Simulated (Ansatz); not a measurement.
Runs of Ansatz 0.2.0 on CdSe. It takes space group Fm-3m (No. 225, cubic). Conventional cell: a = 5.748 Å, b = 5.748 Å, c = 5.748 Å, α = 90.00°, β = 90.00°, γ = 90.00°. Cd (site symmetry m-3m) is surrounded by 6 Se at 2.87 Å. Se (site symmetry m-3m) has 6 Cd at 2.87 Å as nearest neighbours. Measurements of this composition are mostly on another form, of space group No. 186.

| task | level | cell | smearing | gap on the mesh (eV) | pressure (GPa) | relaxed volume (Å³/atom) |
| --- | --- | --- | --- | --- | --- | --- |
| relaxation of cell and atoms | revPBE+D3(BJ) | relaxed | fermi-dirac 0.05 eV | none | 0.0 | 22.25 |
| relaxation of cell and atoms | revPBE+D4 | relaxed | fermi-dirac 0.05 eV | none | 0.0 | 22.47 |
| relaxation of cell and atoms | RPBE+D4 | relaxed | fermi-dirac 0.05 eV | none | 0.0 | (a) |
| relaxation of cell and atoms | BLYP+D4 | relaxed | fermi-dirac 0.05 eV | none | 0.0 | 23.22 |
| relaxation of cell and atoms | BLYP+D3(BJ) | relaxed | fermi-dirac 0.05 eV | none | 0.0 | 22.79 |
| single point | PBE | as given | gaussian 0.029 eV | none | -0.3 | - |
| relaxation of cell and atoms | PBEsol+D3(BJ) | relaxed | fermi-dirac 0.05 eV | none | 0.0 | (b) |
| relaxation of cell and atoms | PBEsol+D4 | relaxed | fermi-dirac 0.05 eV | none | 0.0 | 21.79 |

Alike in all rows: potentials or basis Ansatz PAW; no spin polarisation; k mesh 8 × 8 × 8; cutoff (eV) 420.

Q: Fill in the values left out.

A: (a) 22.40; (b) 21.48.

Caveats: the plane-wave basis is chosen anew once the cell has moved, so the energies of steps on either side of that aren't comparable (some runs); pairwise dispersion overbinds metals, which lowers pressure and volume (some runs); the PAW data sets come from PBE, with cores solved anew for the run's functional, which leaves a small shift of forces and pressure (some runs).

A k mesh can miss the band edges, and the runs leave out spin-orbit coupling on Cd, Se.

A gap of «none» marks a metal or a gap under the smearing width.
